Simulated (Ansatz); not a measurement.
# ZnSe (Stilleite): the PBE gap against the k mesh of the density

Aim: see how gap, energy and time of ZnSe (Stilleite) follow the k mesh of the density.

Main program and level: Ansatz 0.2.0; DFT, PBE, plane waves, PAW.

### Step 1. The structure

It takes space group F-43m (No. 216, cubic). Conventional cell: a = 5.668 Å, b = 5.668 Å, c = 5.668 Å, α = 90.00°, β = 90.00°, γ = 90.00°. Nearest to Zn lie 4 Se at 2.45 Å. Se has 4 Zn at 2.45 Å nearest. Farther neighbours and most contacts between anions are not listed.

The cell and positions come from the Crystallography Open Database and are kept as given unless a step says otherwise. The default PAW set here is soft_2. Its files were made with PBE.

### Step 2. k mesh of the density: 2×2×2

input.yaml

```yaml
crystal:
  lattice:
    - [0.0, 2.8338, 2.8338]
    - [2.8338, 0.0, 2.8338]
    - [2.8338, 2.8338, 0.0]
  atoms:
    - { symbol: Zn, position: [0.0, 0.0, 0.0] }
    - { symbol: Se, position: [0.25, 0.25, 0.25] }
kpoints:
  mp_grid: { grid: [2, 2, 2] }
  band_path:
    path:
      - [0.0, 0.0, 0.0]
      - [-0.5, -0.5, 0.0]
      - [-0.375, -0.375, 0.25]
      - [-0.375, 0.0, 0.375]
      - [0.0, 0.0, 0.5]
      - [-0.5, -0.25, 0.25]
    npoints: 1
hamiltonian:
  xc: pbe
scf:
  occupations: { method: fixed }
  n_extra_bands: 4
output:
  eigenvalues: true
```

The run is started by

```sh
> ansatz run input.yaml --threads 3 --pin off --max-ram 92160MiB --backend cuda --events-out ev --progress --plain --runs-dir out --devices 1 --max-vram 13GiB  # rebuilt from the run's record
```

Numbers of over 12 decimals in the logs are rounded to 6 here.

Output:

```text
scf.n_extra_bands = 4 over 14 filled bands (N_el = 28.0): the run solves 18 bands
GPUs: using 1 of 1 available (devices: 1).
Engine: ansatz 0.2.0, x86_64-unknown-linux-gnu
Pseudopotentials: kind: paw
Pseudopotential: Zn, paw, valence charge 12, recommended cutoff 420 eV (normal), Zn.paw.azcp
Pseudopotential: Se, paw, valence charge 16, recommended cutoff 420 eV (normal), Se.paw.azcp
Functional definition: PBE
  parameter kappa = 0.804
  parameter beta = 0.066725
  exchange = pbe_x(kappa = kappa, mu = beta*pi^2/3)
  correlation = pbe_c(beta = beta)
device memory: the entry about to start is reckoned to put 1.4 GiB on a device that reports 33.6 GiB free (of which the cap on the GPU budget leaves the run 13.0 GiB)
GPU FFT provider: cuFFT
GPU libraries: cuBLAS 13.8.2, cuFFT 12.4.0, cuSOLVER 12.3.4
Crystal: 2 atoms, lattice volume = 45.513 Å³
Basis set: ecut = 420 eV, 893 PW (Γ)
Bands: 18, of which v1, the nominal top of the filled ones, is band 14 counted from 1 (13 counted from 0)
Symmetry: 24 space group operations
Space group: F-43m (ITA 216), of the structure as read, at distance tolerance 3.6e-5 Å
k-points: 3 of 8
Non-local potential: Zn, projectors of the file, l = 0: 2, l = 1: 2, l = 2: 3, l = 3: 1
Non-local potential: Se, projectors of the file, l = 0: 2, l = 1: 2, l = 2: 3, l = 3: 1
PAW form: soft (Blöchl's): semilocal exchange-correlation on the pseudo side does not see the compensation charge
PAW one-centre angular grid: Zn, 590 points (default); XC on 64 Gauss nodes
PAW one-centre angular grid: Se, 590 points (default); XC on 64 Gauss nodes
Initial density: superposition of atomic densities (neutral atoms: chi_scale 0, normalization atom), corrected by the library's trained network
Initial wavefunctions: pseudopotential atomic-orbital guess
GPU buffer pool allocated for 19683 grid points (all kernels)
GPU transforms: local potential and band sums: pruned to the plane-wave sphere, on 25×27×27
Functional: x = pbe(κ = 0.804, μ = 0.219515), c = pbe(β = 0.066725)
SCF iter   1: F=—  HF=-8788.098074 eV  |F-HF|=—  |Δ(HF+E_count)|=         —  Δρ=1.34e-2  dr2=1.42e-1  ethr=1.77e-3  ⟨swp⟩=5.0  Hψ=245  notcnv=0  defer=3
preconditioner: auto → none  [insulator: Δε(μ)=1.281 eV  Ē_g=11.870 eV  n_scr=14 (ndim 8)  ℏωp=23.4 eV  f_vac=0.121  ε∞_Penn≈4.9]
SCF iter   2: F=—  HF=-8788.058292 eV  |F-HF|=—  |Δ(HF+E_count)|=   3.98e-2  Δρ=5.17e-3  dr2=8.76e-3  ethr=5.08e-4  ⟨swp⟩=2.0  Hψ=93  notcnv=0  defer=3
SCF iter   3: F=—  HF=-8788.058211 eV  |F-HF|=—  |Δ(HF+E_count)|=   8.07e-5  Δρ=2.22e-3  dr2=2.02e-3  ethr=3.13e-5  ⟨swp⟩=2.0  Hψ=105  notcnv=0  defer=3
SCF iter   4: F=—  HF=-8788.058234 eV  |F-HF|=—  |Δ(HF+E_count)|=   2.29e-5  Δρ=1.22e-3  dr2=4.63e-4  ethr=7.21e-6  ⟨swp⟩=2.3  Hψ=88  notcnv=0  defer=3
SCF iter   5: F=—  HF=-8788.058334 eV  |F-HF|=—  |Δ(HF+E_count)|=   9.98e-5  Δρ=2.75e-4  dr2=2.20e-5  ethr=1.65e-6  ⟨swp⟩=2.0  Hψ=111  notcnv=0  defer=3
SCF iter   6: F=—  HF=-8788.058425 eV  |F-HF|=—  |Δ(HF+E_count)|=   9.15e-5  Δρ=4.78e-5  dr2=5.99e-7  ethr=7.85e-8  ⟨swp⟩=2.0  Hψ=75  notcnv=0  defer=2
SCF iter   7: F=-8788.058427 eV  HF=-8788.058427 eV  |F-HF|=8.27e-9  |Δ(HF+E_count)|=   1.27e-6  Δρ=3.14e-6  dr2=2.58e-9  ethr=3.57e-10  ⟨swp⟩=5.7  Hψ=203  notcnv=0
SCF 1 converged in 7 iterations: F = -8788.058427 eV  dr2 = 2.58e-9
[...]
device memory: the entry about to start is reckoned to put 0.8 GiB on a device that reports 33.5 GiB free (of which the cap on the GPU budget leaves the run 13.0 GiB)
NSCF: frozen V_eff on 6 k-points
SCF converged after 7 iterations
Free energy (F): -8788.058427 eV
Harris-Foulkes:  -8788.058427 eV  (|F-HF|=8.27e-9)
Internal energy: -8788.058427 eV  (E = F + TS)
E sigma→0 (E₀):  -8788.058427 eV
Fermi energy:    7.105031 eV
--- Per-component energies (eV) ---
  E_band       = -370.698031
  E_kinetic    = 254.121370
  E_local      = -4402.157210  (includes V_loc(G=0)·N_el)
  E_nonlocal   = 18.633403
  E_hartree    = 2044.533674
  E_xc         = -242.015248
  E_vxc        = -151.020547  (∫ρ·V_xc dr)
  E_paw        = -3740.230681  (= ΣΔE_a)
  E_vpaw       = -179.340729  (= ΣTr[D̂ρ^β])
  E_aug_tail   = -0.000890  (compensation charges beyond the density's cutoff)
  E_ewald      = -2720.942845
  E_smearing   = -0.000000  (= −TS)
  E_closure    = 0.000000  (closes the sum)
  Σ components = -8788.058427   (vs F -8788.058427, Δ=0.00e0)
--- Band table (eV) ---
  k-point 0: bands = [... 10 lower, 0.5242, 7.1050, 7.1050, 7.1050, 8.2652, 12.6746, 12.6746, 12.6746]
  k-point 1: bands = [... 10 lower, 0.6984, 1.7470, 6.2081, 6.2081, 9.4752, 13.2722, 13.2722, 15.6089]
  k-point 2: bands = [... 10 lower, 0.7257, 2.1613, 4.8594, 4.8594, 9.9004, 10.3985, 17.8728, 18.2036]
```

Run time: 2.2 s. Hardware: 1 × NVIDIA H100 80GB HBM3 (shared by 6 runs) with 3 threads of AMD EPYC 7R13 (Zen 3), shared host; peak memory 0.91 GiB.

Numbers from this step:

```yaml
gap: 1.160 eV
valence_top_at: Γ
conduction_bottom_at: Γ
least_direct_gap: 1.160 eV
```

The gap is direct, at Γ.

### Step 3. k mesh of the density: 4×4×4

Edit input.yaml of step 2 so:

```diff
@@ -9,3 +9,3 @@
 kpoints:
-  mp_grid: { grid: [2, 2, 2] }
+  mp_grid: { grid: [4, 4, 4] }
   band_path:
```

Output:

```text
[...]
GPUs: using 1 of 1 available (devices: 1).
[...]
GPU FFT provider: cuFFT
GPU libraries: cuBLAS 13.8.2, cuFFT 12.4.0, cuSOLVER 12.3.4
Crystal: 2 atoms, lattice volume = 45.513 Å³
Basis set: ecut = 420 eV, 893 PW (Γ)
Bands: 18, of which v1, the nominal top of the filled ones, is band 14 counted from 1 (13 counted from 0)
Symmetry: 24 space group operations
[...]
Fermi energy:    6.808588 eV
[...]
--- Band table (eV; the first three rows and the last of 8) ---
  k-point 0: bands = [... 10 lower, 0.6084, 6.8086, 6.8086, 6.8086, 8.0842, 12.5971, 12.5971, 12.5971]
  k-point 1: bands = [... 10 lower, 0.6085, 3.7543, 6.3303, 6.3303, 9.5424, 13.2301, 13.2301, 13.3651]
  k-point 2: bands = [... 10 lower, 0.7680, 1.5709, 5.9382, 5.9382, 9.3373, 13.1782, 13.1782, 15.3694]
  k-point 7: bands = [... 10 lower, 0.9097, 2.1114, 4.0402, 4.1395, 12.2794, 12.3501, 13.7585, 14.5115]
[key lines of the parts left out:]
SCF converged after 6 iterations
Free energy (F): -8789.459603 eV
```

It took 2.6 s on 1 × NVIDIA H100 80GB HBM3 (shared by 6 runs) with 3 threads; peak memory 0.91 GiB.

Numbers from this step:

* gap: 1.276 eV
* valence top at: Γ
* conduction bottom at: Γ
* least direct gap: 1.276 eV

The gap is 1.276 eV, +0.116 eV from the run before at this level.

### Step 4. k mesh of the density: 8×8×8 (the default)

input.yaml, the sections that differ from step 3:

```yaml
kpoints:
  mp_grid: { grid: [8, 8, 8] }
  band_path:
    path:
      - [[0.0, 0.0, 0.0], [-0.5, -0.5, 0.0], [-0.375, -0.375, 0.25]]
      - [[-0.375, 0.0, 0.375], [0.0, 0.0, 0.0], [0.0, 0.0, 0.5], [-0.5, -0.25, 0.25], [-0.5, -0.5, 0.0]]
    npoints: 10
scf:
  occupations: { method: fermi_dirac, width: 0.02 }
  n_extra_bands: 4
output:
  eigenvalues: true
  write_density: true
  write_potential: true
  elf: true
  volumetric_format: npy
# crystal, hamiltonian: as in step 3
```

Output:

```text
[...]
GPUs: using 1 of 1 available (devices: 1).
[...]
GPU FFT provider: cuFFT
GPU libraries: cuBLAS 13.8.2, cuFFT 12.4.0, cuSOLVER 12.3.4
Crystal: 2 atoms, lattice volume = 45.513 Å³
Basis set: ecut = 420 eV, 893 PW (Γ)
Bands: 18, of which v1, the nominal top of the filled ones, is band 14 counted from 1 (13 counted from 0)
Symmetry: 24 space group operations
[...]
Fermi energy:    7.433540 eV
[...]
--- Band table (eV; the first three rows and the last of 29) ---
  k-point 0: bands = [... 10 lower, 0.6112, 6.7785, 6.7785, 6.7785, 8.0666, 12.5892, 12.5892, 12.5892]
  k-point 1: bands = [... 10 lower, 0.6098, 5.4625, 6.6266, 6.6266, 9.0519, 12.5287, 12.8428, 12.8428]
  k-point 2: bands = [... 10 lower, 0.6112, 3.7350, 6.3020, 6.3020, 9.5268, 13.2210, 13.2210, 13.3433]
  k-point 28: bands = [... 10 lower, 0.9106, 2.0961, 4.0184, 4.1172, 12.2611, 12.3314, 13.7486, 14.4919]
[key lines of the parts left out:]
SCF converged after 6 iterations
Free energy (F): -8789.526291 eV
```

It took 6.1 s on 1 × NVIDIA H100 80GB HBM3 (shared by 6 runs) with 3 threads; peak memory 0.93 GiB; 5.8 s of CPU time.

Numbers from this step:

| Property | Result |
| --- | --- |
| gap | 1.288 eV |
| valence top at | Γ |
| conduction bottom at | Γ |
| least direct gap | 1.288 eV |

The gap is 1.288 eV, +0.012 eV from the run before at this level.

### Step 5. k mesh of the density: 10×10×10

input.yaml, the sections that differ from step 4:

```yaml
kpoints:
  mp_grid: { grid: [10, 10, 10] }
  band_path:
    path:
      - [0.0, 0.0, 0.0]
      - [-0.5, -0.5, 0.0]
      - [-0.375, -0.375, 0.25]
      - [-0.375, 0.0, 0.375]
      - [0.0, 0.0, 0.5]
      - [-0.5, -0.25, 0.25]
    npoints: 1
scf:
  occupations: { method: fixed }
  n_extra_bands: 4
output:
  eigenvalues: true
# crystal, hamiltonian: as in step 4
```

Output:

```text
[...]
GPUs: using 1 of 1 available (devices: 1).
[...]
GPU FFT provider: cuFFT
GPU libraries: cuBLAS 13.8.2, cuFFT 12.4.0, cuSOLVER 12.3.4
Crystal: 2 atoms, lattice volume = 45.513 Å³
Basis set: ecut = 420 eV, 893 PW (Γ)
Bands: 18, of which v1, the nominal top of the filled ones, is band 14 counted from 1 (13 counted from 0)
Symmetry: 24 space group operations
[...]
Fermi energy:    6.777931 eV
[...]
--- Band table (eV; the first three rows and the last of 47) ---
  k-point 0: bands = [... 10 lower, 0.6113, 6.7779, 6.7779, 6.7779, 8.0663, 12.5891, 12.5891, 12.5891]
  k-point 1: bands = [... 10 lower, 0.6102, 5.8094, 6.6775, 6.6775, 8.8338, 12.5141, 12.7598, 12.7598]
  k-point 2: bands = [... 10 lower, 0.6097, 4.4086, 6.4371, 6.4371, 9.4596, 12.8644, 13.1016, 13.1016]
  k-point 46: bands = [... 10 lower, 0.8996, 2.0880, 4.0700, 4.1581, 11.7626, 11.9987, 14.3508, 14.8786]
[key lines of the parts left out:]
SCF converged after 6 iterations
Free energy (F): -8789.526911 eV
```

Wall time 3.4 s (1 × NVIDIA H100 80GB HBM3 (shared by 6 runs) with 3 threads); peak memory 0.91 GiB.

Numbers from this step:

```
gap                  : 1.288 eV
valence top at       : Γ
conduction bottom at : Γ
least direct gap     : 1.288 eV
```

The gap is 1.288 eV, as in the run before at this level.

### Step 6. The series

Differences are against the last row; a negative gap means that bands overlap, and a run with a band path holds that path's time. Times are wall times on 1 × NVIDIA H100 80GB HBM3 (shared by 6 runs) with 3 threads of AMD EPYC 7R13 (Zen 3), shared host, good to a factor of about two.

```
k mesh of the density  gap (eV)  direct gap (eV)  gap error (eV)  energy error (meV/atom)  irreducible k   time
                2×2×2     1.160            1.160          −0.128                   +734.2              3  2.2 s
                4×4×4     1.276            1.276          −0.013                    +33.7              8  2.6 s
                8×8×8     1.288            1.288         −0.0002                     +0.3             29  6.1 s
             10×10×10     1.288            1.288          +0.000                     +0.0             47  3.4 s
```

### Step 7. What came out

```yaml
2x2x2: 1.160 eV
4x4x4: 1.276 eV
8x8x8: 1.288 eV
10x10x10: 1.288 eV
```

In words: The gap holds to 0.02 eV from 4×4×4 on. At 2×2×2 the gap is off by −0.128 eV and the energy by +734 meV/atom. The gap is read over the mesh and added points near the edges, so meshes differ mainly through the density and, for a hybrid, the exchange operator.

[Paths, hosts, dates, memory and timing lines, banners, echoed tables and standing remarks are left out of the program output.]

[Logs are printed without paths, hosts, clocks, repeated set-up lines and the standing remarks that a program may print on its own settings, such as how far it seeks lower states.]

[Runs of the session that timed out or met a known fault of the program may be left out.]

[Cells called generated may have been cut or substituted from an entry of the Crystallography Open Database or the Materials Project.]

[Hosts, paths, dates, database ids (printed as entryN), source tags and the programs' standing remarks are cut or masked in the printed files.]
